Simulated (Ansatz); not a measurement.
# Al8N7: the cost of one run

Program: Ansatz 0.2.0. Level of theory: DFT PBE, scalar-relativistic, plane waves, PAW. These are calculated values, not measurements.

3 further runs of the same task are left out: 3 set aside as unsound or not needed.

## Step 1: The system as given

It takes space group Fm-3m (No. 225, cubic). Conventional cell: a = 4.071 Å, b = 4.071 Å, c = 4.071 Å, α = 90.00°, β = 90.00°, γ = 90.00°. Al (site symmetry m-3m) is surrounded by 6 N at 2.04 Å. N (site symmetry m-3m) is surrounded by 6 Al at 2.04 Å.

Structure file:

```xyz
2
Lattice="0.0000 2.0353 2.0353 2.0353 0.0000 2.0353 2.0353 2.0353 0.0000" Properties=species:S:1:pos:R:3 pbc="T T T"
Al    2.0353    2.0353    2.0353
N     0.0000    0.0000    0.0000
```

It goes back to an entry of the Materials Project, which need not be the stable form.

This cell was relaxed beforehand with the same method: volume 8.43 Å³/atom, gap on the mesh 4.44 eV.

## Step 2: What is varied

Atoms count from 1 in the order of the input.

An atom moved over a plane that holds its own site and a neighbouring vacancy.

The axes are (1) path of N9 from its site (0) to the vacancy (1), 2.878 Å: 11 values from −0.125 to 1.125; (2) shift of N9 across the path, along [0 0 1]: 9 values from −0.500 Å.

Nothing else is relaxed (all other atoms held at the sites of the perfect crystal). Points are written as (first, second).

## Step 3: Grid point (−0.125, −0.250 Å)

The input, input.yaml:

```yaml
crystal:
  lattice:
    - [0.0, 4.0705261175, -4.0705261175]
    - [4.0705261175, 4.0705261175, 0.0]
    - [4.0705261175, 0.0, -4.0705261175]
  atoms:
    - { symbol: Al, position: [0.25, 0.75, 0.25] }
    - { symbol: Al, position: [0.25, 0.25, 0.25] }
    - { symbol: Al, position: [0.75, 0.75, 0.25] }
    - { symbol: Al, position: [0.75, 0.25, 0.25] }
    - { symbol: Al, position: [0.25, 0.75, 0.75] }
    - { symbol: Al, position: [0.25, 0.25, 0.75] }
    - { symbol: Al, position: [0.75, 0.75, 0.75] }
    - { symbol: Al, position: [0.75, 0.25, 0.75] }
    - { symbol: "N", position: [0.5307085611, 0.0317914389, 0.0307085611] }
    - { symbol: "N", position: [1.0, 0.5, 0.0] }
    - { symbol: "N", position: [1.0, 0.0, 0.0] }
    - { symbol: "N", position: [0.5, 0.5, 0.5] }
    - { symbol: "N", position: [0.5, 0.0, 0.5] }
    - { symbol: "N", position: [1.0, 0.5, 0.5] }
    - { symbol: "N", position: [1.0, 0.0, 0.5] }
total_charge: 3
basis:
  ecutwfc: 420
kpoints:
  mp_grid: { grid: [4, 4, 4] }
hamiltonian:
  xc: pbe
scf:
  occupations: { method: gaussian, width: 0.05 }
output:
  forces: true
  stress: true
  eigenvalues: true
  write_density: true
  write_potential: true
  elf: true
  volumetric_format: npy
```

On the command line:

```bash
$ ansatz run input.yaml --threads 4 --pin off --max-ram 8192MiB --backend cpu --events-out ev --progress --plain --runs-dir out
```

What time and memory should one allow on 4 threads of Intel Xeon 6975P-C (Granite Rapids), shared host?

About 3.7 s, with a peak of 0.51 GiB.
